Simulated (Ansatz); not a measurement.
# Eigenvalues along a path: Al (diamond type)

```
CELL_PARAMETERS angstrom
0.00000 3.02496 3.02496
3.02496 0.00000 3.02496
3.02496 3.02496 0.00000
ATOMIC_POSITIONS crystal
Al 0.87500 0.87500 0.87500
Al 0.12500 0.12500 0.12500
```

The cell comes from a relaxation on PAW files under the same functional, begun from a prototype that needn't be the stable phase.

All numbers are PBE results (scalar-relativistic) from Ansatz 0.2.0, with a Γ-centred 12×12×12 k mesh, Fermi–Dirac smearing of 0.05 eV, no spin polarisation. Methods: LAPW: all electrons, basis error target 1 meV/atom.

Path points, in fractions of the reciprocal vectors: Γ (0.000, 0.000, 0.000), X (0.500, 0.000, 0.500), U (0.625, 0.250, 0.625), K (0.375, 0.375, 0.750), L (0.500, 0.500, 0.500), W (0.500, 0.250, 0.750). The distance column jumps between branches of the path. Levels in eV from the Fermi level; bands 9 to 13, counted from the lowest band of the run. The gap is zero, the pressure -0.02 GPa.

```
# k(1/Å) point b9 b10 b11 b12 b13
0.000 Γ -7.82 2.12 2.12 2.12 3.97
0.148 - -7.75 1.71 1.80 1.80 3.76
0.297 - -7.52 0.83 1.23 1.23 3.30
0.445 - -7.15 -0.18 0.68 0.68 2.82
0.593 - -6.64 -1.25 0.23 0.23 2.42
0.742 - -5.99 -2.31 -0.10 -0.10 2.16
0.890 - -5.22 -3.35 -0.30 -0.30 2.05
1.039 X -4.33 -4.33 -0.37 -0.37 2.13
1.091 - -4.33 -4.32 -0.45 -0.36 2.14
1.143 - -4.34 -4.29 -0.64 -0.34 2.17
1.196 - -4.36 -4.24 -0.90 -0.30 2.21
1.248 - -4.39 -4.17 -1.16 -0.25 2.28
1.301 - -4.44 -4.08 -1.40 -0.18 2.35
1.353 - -4.53 -3.97 -1.60 -0.10 2.45
1.406 U -4.64 -3.85 -1.74 0.00 2.56
2.042 K -4.64 -3.85 -1.74 0.00 2.56
2.199 - -5.18 -3.34 -1.80 0.36 2.99
2.356 - -5.87 -2.67 -1.43 0.81 3.53
2.514 - -6.53 -1.83 -0.78 1.28 4.08
2.671 - -7.08 -0.84 0.03 1.69 4.45
2.829 - -7.49 0.28 0.92 1.96 4.31
2.986 - -7.74 1.43 1.74 2.09 4.05
3.143 Γ -7.82 2.12 2.12 2.12 3.97
3.272 - -7.77 1.55 2.02 2.02 4.06
3.400 - -7.60 0.47 1.80 1.80 3.95
3.529 - -7.32 -0.66 1.56 1.56 3.73
3.657 - -6.95 -1.74 1.36 1.36 3.52
3.786 - -6.50 -2.71 1.22 1.22 3.36
3.914 - -6.05 -3.47 1.13 1.13 3.26
4.043 L -5.82 -3.81 1.10 1.10 3.22
4.148 - -5.78 -3.79 0.76 1.02 3.51
4.253 - -5.67 -3.72 0.10 0.78 3.91
4.357 - -5.48 -3.63 -0.59 0.41 4.16
4.462 - -5.23 -3.56 -1.17 -0.05 4.25
4.567 - -4.92 -3.59 -1.52 -0.53 4.47
4.672 - -4.55 -3.81 -1.57 -0.98 4.79
4.777 W -4.16 -4.16 -1.35 -1.35 5.15
4.851 - -4.17 -4.17 -1.31 -1.31 4.75
4.925 - -4.20 -4.20 -1.20 -1.20 4.13
5.000 - -4.23 -4.23 -1.03 -1.03 3.54
5.074 - -4.27 -4.27 -0.83 -0.83 3.01
5.148 - -4.30 -4.30 -0.61 -0.61 2.56
5.222 - -4.32 -4.32 -0.44 -0.44 2.25
5.296 X -4.33 -4.33 -0.37 -0.37 2.13
```
